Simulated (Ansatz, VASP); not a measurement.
# One calculation of LiF, two programs

INCAR

```
PREC     = Accurate       # precision mode
ENCUT    = 520            # plane-wave cutoff, eV
EDIFF    = 1E-6           # SCF threshold, eV
ISMEAR   = 0              # smearing method
SIGMA    = 0.05           # smearing width, eV
LREAL    = F              # projectors in reciprocal space
LASPH    = T              # aspherical terms in the spheres
NELM     = 60             # most SCF steps
ALGO     = Normal         # electronic algorithm
ISIF     = 2              # what is computed and relaxed
LWAVE    = F              # write WAVECAR
LCHARG   = F              # write CHGCAR
GGA      = CA             # functional
NBANDS   = 12             # bands
```

Contents of KPOINTS:

```
regular mesh
0
Gamma
  10 10 10
```

The input POSCAR:

```
LiF
1.0
    0.0000000000      1.9636500000      2.1147000000
    1.9636500000      0.0000000000      2.1147000000
    1.9636500000      1.9636500000      0.0000000000
Li F
1 1
Direct
    0.0000000000      0.0000000000      0.0000000000
    0.5000000000      0.5000000000      0.5000000000
```

Input for Ansatz:

```yaml
crystal:
  lattice:
    - [0.0, 1.96365, 2.1147]
    - [1.96365, 0.0, 2.1147]
    - [1.96365, 1.96365, 0.0]
  atoms:
    - { symbol: Li, position: [0.0, 0.0, 0.0] }
    - { symbol: F, position: [0.5, 0.5, 0.5] }
basis:
  ecutwfc: 420
kpoints:
  mp_grid: { grid: [10, 10, 10] }
hamiltonian:
  xc: lda
scf:
  occupations: { method: gaussian, width: 0.05 }
output:
  forces: true
  stress: true
  eigenvalues: true
```

Change from the starting cell: strain -0.025 along x and y, +0.050 along z, atoms carried along.

Alike in both runs: task single point; functional LDA; k mesh 10 × 10 × 10; occupations gaussian, width 0.05 eV; no spin polarisation.

|  | VASP | Ansatz |
| --- | --- | --- |
| version | VASP 6.6.1 | Ansatz 0.2.0 |
| potentials or method | VASP PAW LDA potentials, release 64 (Li_sv, F) | scalar-relativistic, plane waves, PAW |
| plane-wave cutoff (eV) | 520 | 420 |
| valence electrons in the cell | 10 | 10 |

Ansatz gave:

```
gap on the k mesh at the Fermi level (eV) : 8.75
least direct gap on the mesh (eV)         : 8.75
```

**Question.** Estimate VASP's values.

**Answer.** gap on the k mesh at the Fermi level (eV): 8.74; least direct gap on the mesh (eV): 8.74.

 A k mesh can miss the band edges.
